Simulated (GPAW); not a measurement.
# Sn (Fd-3m) in GPAW: notebook, part 2 of 2

GPAW 26.7.0.

## (3) Eps q, GLLB-SC (volume scaled by 0.92)

Contents of run.py:

```python
import numpy as np
import spglib
from ase import Atoms
from ase.dft.bandgap import bandgap
from ase.io import read, write
from gpaw import GPAW, PW
from gpaw.response.df import DielectricFunction

atoms = read('Sn.cif')
cell, positions, numbers = spglib.find_primitive(
    (atoms.cell[:], atoms.get_scaled_positions(), atoms.numbers), symprec=1e-4)
atoms = Atoms(numbers, cell=cell, scaled_positions=positions, pbc=True)

calc = GPAW(mode=PW(500),
            xc='GLLBSC',
            kpts={'size': (6, 6, 6), 'gamma': True},
            occupations={'name': 'fermi-dirac', 'width': 0.05},
            nbands=24,
            convergence={'density': 1e-06},
            maxiter=60,
            txt='gpaw.txt')
atoms.calc = calc
energy = atoms.get_potential_energy()
calc.write('gs.gpw')
write('result.traj', atoms)
print('Fermi level:', round(calc.get_fermi_level(), 4), 'eV')
print(f'Gap: {bandgap(calc)[0]:.4f} eV, direct: {bandgap(calc, direct=True)[0]:.4f} eV')

dense = calc.fixed_density(kpts={'size': (10, 10, 10), 'gamma': True},
                           nbands=60, convergence={'bands': 54},
                           update_fermi_level=True, txt='dense.txt')
dense.write('dense.gpw', mode='all')

df = DielectricFunction('dense.gpw', frequencies=np.array([0.0]), hilbert=False, eta=0.001,
                        ecut=120, nbands=54, txt='df.txt')
for q_c in [[0.1, 0.1, 0.1], [0.2, 0.2, 0.2], [0.3, 0.3, 0.3], [0.5, 0.5, 0.5], [0.7, 0.7, 0.7], [0.9, 0.9, 0.9], [0.1, 0.0, 0.0], [0.2, 0.0, 0.0], [0.3, 0.0, 0.0], [0.5, 0.0, 0.0], [0.7, 0.0, 0.0], [0.9, 0.0, 0.0]]:
    e0, e = df.get_dielectric_function(xc='ALDA', q_c=q_c, filename=None)
    q = np.linalg.norm(2 * np.pi * np.array(q_c) @ atoms.cell.reciprocal())
    print(q_c, f'|q| = {q:.4f} 1/A: eps {e0[0].real:.4f} without, {e[0].real:.4f} with local fields')
```

Sn.cif is that of step 2.

Potentials or basis: the program's PAW data sets (release 1.2.1) made for this functional, pw.

Launch:

```bash
$ OMP_NUM_THREADS=1 python run.py
```

gpaw.txt:

```text
___ ___ ___ _ _ _
 |   |   |_  | | | |
 | | | | | . | | | |
 |__ |  _|___|_____|  26.7.0
 |___|_|

Input parameters:
  convergence: {density: 1e-06}
  kpts: {gamma: True,
         size: (6, 6, 6)}
  maxiter: 60
  mode: {ecut: 500.0,
         name: pw}
  nbands: 24
  occupations: {name: fermi-dirac,
                width: 0.05}
  xc: GLLBSC

System changes: positions, numbers, cell, pbc, initial_charges, initial_magmoms

Initialize ...

species:
  Sn:
    name:    Tin
    Z:       50.0
    valence: 14
    core:    36
    charge:  0.0  # [|e|]
    compensation charges:
      type: gauss
      rc: 0.38  # [Å]
      lmax: 2
    cutoffs:
      filter: 2.23  # [Å]
      core: 2.35  # [Å]
    projectors
    | kind |    occ | energy [eV] | rcut [Å] |
    |------|--------|-------------|----------|
    |   5s |  2.000 |     -11.581 |    1.201 |
    |   5p |  2.000 |      -5.035 |    1.270 |
    |   4d | 10.000 |     -27.256 |    1.185 |
    |    s |        |      15.630 |    1.201 |
    |    p |        |      22.176 |    1.270 |
    |    d |        |      -0.045 |    1.185 |

    Using partial waves for Sn as LCAO basis

Reference energy: -335871.353578  # eV

Spin-paired calculation

Convergence criteria:
 Maximum [total energy] change in last 3 cyles: 0.0005 eV / valence electron
 Maximum integral of absolute [dens]ity change: 1e-06 electrons / valence electron
 Maximum integral of absolute [eigenst]ate change: 4e-08 eV^2 / valence electron
 Maximum number of scf [iter]ations: 60
 (Square brackets indicate name in SCF output, whereas a 'c' in
 the SCF output indicates the quantity has converged.)

Symmetries present (total): 24

  ( 1  0  0)  ( 1  0  0)  ( 1  0 -1)  ( 1  0 -1)  ( 1 -1  0)  ( 1 -1  0)
  ( 0  1  0)  ( 0  0  1)  ( 0  1 -1)  ( 0  0 -1)  ( 0 -1  1)  ( 0 -1  0)
[... 76 lines left out ...]
Number of valence electrons: 28
Bands to converge: occupied

... initialized

Initializing position-dependent things.

Density initialized from atomic densities
Creating initial wave functions:
  18 bands from LCAO basis set
  6 bands from random numbers

            Sn

       Sn

Atomic positions and initial magnetic moments

Positions:
   0 Sn     1.572357    1.572357    1.572357    ( 0.0000,  0.0000,  0.0000)
   1 Sn     0.000000    0.000000    0.000000    ( 0.0000,  0.0000,  0.0000)

Unit cell:
           periodic     x           y           z      points  spacing
  1. axis:    yes    0.000000    3.144713    3.144713    24     0.1513
  2. axis:    yes    3.144713    0.000000    3.144713    24     0.1513
  3. axis:    yes    3.144713    3.144713    0.000000    24     0.1513

  Lengths:   4.447296   4.447296   4.447296
  Angles:   60.000000  60.000000  60.000000

Effective grid spacing dv^(1/3) = 0.1651

iter:   1    -9.119175
iter:   2    -9.562798   -1.19  -1.43
iter:   3    -9.214491   -1.50  -1.36
iter:   4    -9.793350   -1.76  -1.45
iter:   5    -9.122500   -2.14  -1.38
iter:   6    -9.041213   -3.28  -1.33
iter:   7    -8.759519   -2.12  -1.41
iter:   8    -8.800597   -3.49  -2.12
iter:   9    -8.775019   -4.68  -2.23
iter:  10    -8.803622   -3.32  -2.15
iter:  11    -8.799328   -4.67  -3.07
iter:  12    -8.797838c  -5.87  -3.79
iter:  13    -8.796482c  -7.00  -4.20
iter:  14    -8.796790c  -7.96c -4.38
iter:  15    -8.796690c  -9.02c -5.13
iter:  16    -8.796690c  -9.80c -5.72
iter:  17    -8.796682c -10.26c -6.02c

Converged after 17 iterations.

Dipole moment: (-4.010124, -4.010124, -4.010124) |e|*Ang

Energy contributions relative to reference atoms: (reference = -335871.353578)

Kinetic:        +41.101020
Potential:      -36.204318
External:        +0.000000
XC:             -13.603544
Entropy (-ST):   -0.001508
Local:           -0.089086
SIC:             +0.000000
--------------------------
Free energy:     -8.797436
Extrapolated:    -8.796682

GLLBSC response reference energy: 5.92084 eV (from HOMO)

Showing only first 2 kpts
 Kpt  Band  Eigenvalues  Occupancy
  0    12      5.92084    1.58258
  0    13      5.92084    1.58258
  0    14      6.01740    0.70941
  0    15      8.04485    0.00000

  1    12      4.71690    2.00000
  1    13      4.71690    2.00000
  1    14      7.22048    0.00000
  1    15      8.31803    0.00000

Fermi level: 5.98748

Gap: 0.097 eV
Transition (v -> c):
  (s=0, k=0, n=13, [0.00, 0.00, 0.00]) -> (s=0, k=0, n=14, [0.00, 0.00, 0.00])
No difference between direct/indirect transitions
Writing to gs.gpw (mode='')
```

stdout:

```text
Fermi level: 5.9875 eV
Gap: 0.0966 eV, direct: 0.0966 eV
[0.1, 0.1, 0.1] |q| = 0.1730 1/A: eps 15.3877 without, 15.0842 with local fields
[0.2, 0.2, 0.2] |q| = 0.3461 1/A: eps 9.1454 without, 9.2471 with local fields
[0.3, 0.3, 0.3] |q| = 0.5191 1/A: eps 6.0880 without, 6.2840 with local fields
[0.5, 0.5, 0.5] |q| = 0.8652 1/A: eps 3.4412 without, 3.5813 with local fields
[0.7, 0.7, 0.7] |q| = 1.2112 1/A: eps 2.4304 without, 2.5262 with local fields
[0.9, 0.9, 0.9] |q| = 1.5573 1/A: eps 1.9459 without, 2.0363 with local fields
[0.1, 0.0, 0.0] |q| = 0.1730 1/A: eps 15.3877 without, 15.0842 with local fields
[0.2, 0.0, 0.0] |q| = 0.3461 1/A: eps 9.1454 without, 9.2471 with local fields
[0.3, 0.0, 0.0] |q| = 0.5191 1/A: eps 6.0880 without, 6.2840 with local fields
[0.5, 0.0, 0.0] |q| = 0.8652 1/A: eps 3.4412 without, 3.5813 with local fields
[0.7, 0.0, 0.0] |q| = 1.2112 1/A: eps 2.4304 without, 2.5262 with local fields
[0.9, 0.0, 0.0] |q| = 1.5573 1/A: eps 1.9459 without, 2.0363 with local fields
```

Run time: 9.9 min. Hardware: 1 thread of Arm Neoverse V2, shared host; peak memory 1.7 GiB.

What came out:

```yaml
Band_gap_on_the_k_mesh_Kohn-Sham_part_alone: 0.10 eV, direct
```

Caveat: a model potential gives levels but no total energy; response on these states lacks terms of the Hamiltonian; spin-orbit coupling is left out, which moves the levels of the heavy elements. A k mesh can miss the band edges.
